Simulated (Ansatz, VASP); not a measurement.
# GaSb: VASP beside Ansatz

File INCAR:

```
  PREC = Accurate
  ENCUT = 520
  EDIFF = 1E-6
  ISMEAR = -1
  SIGMA = 0.08
  LREAL = False
  LASPH = True
  NELM = 60
  ALGO = Normal
  ISIF = 2
  LWAVE = False
  LCHARG = False
  GGA = PE
  NBANDS = 16
```

KPOINTS

```
Automatic mesh
0
Gamma
  9 9 9
```

File POSCAR:

```
GaSb
1.0
    0.0000000000      3.0766616736      3.0766616736
    3.0766616736      0.0000000000      3.0766616736
    3.0766616736      3.0766616736      0.0000000000
Ga Sb
1 1
Direct
    0.0000000000      0.0000000000      0.0000000000
    0.2500000000      0.2500000000      0.2500000000
```

Input for Ansatz:

```yaml
crystal:
  lattice:
    - [0.0, 3.0766616736, 3.0766616736]
    - [3.0766616736, 0.0, 3.0766616736]
    - [3.0766616736, 3.0766616736, 0.0]
  atoms:
    - { symbol: Ga, position: [0.0, 0.0, 0.0] }
    - { symbol: Sb, position: [0.25, 0.25, 0.25] }
kpoints:
  mp_grid: { grid: [9, 9, 9] }
scf:
  occupations: { method: fermi_dirac, width: 0.08 }
hamiltonian:
  xc: pbe
  pseudopotentials: { kind: all_electron, lapw: { basis_error: 0.001 } }
output:
  forces: true
  stress: true
  eigenvalues: true
```

Change from the starting cell: volume scaled by 0.97.

Alike in both runs: task single point; functional PBE; k mesh 9 × 9 × 9; occupations fermi-dirac, width 0.08 eV; no spin polarisation.

|  | VASP | Ansatz |
| --- | --- | --- |
| version | VASP 6.6.1 | Ansatz 0.2.0 |
| potentials or method | VASP PAW PBE potentials, release 64 (Ga_d, Sb) | all-electron LAPW, scalar-relativistic |
| plane-wave cutoff (eV) | 520 | see its input |

VASP gave:

```
pressure (GPa) : 1.5
```

Problem. Estimate Ansatz's values.

Solution. Pressure (GPa): 1.4.

Ansatz ran all-electron here, so the differences hold the error of VASP's frozen core and of both bases.

Spin-orbit coupling is left out, which matters for the levels of Sb.
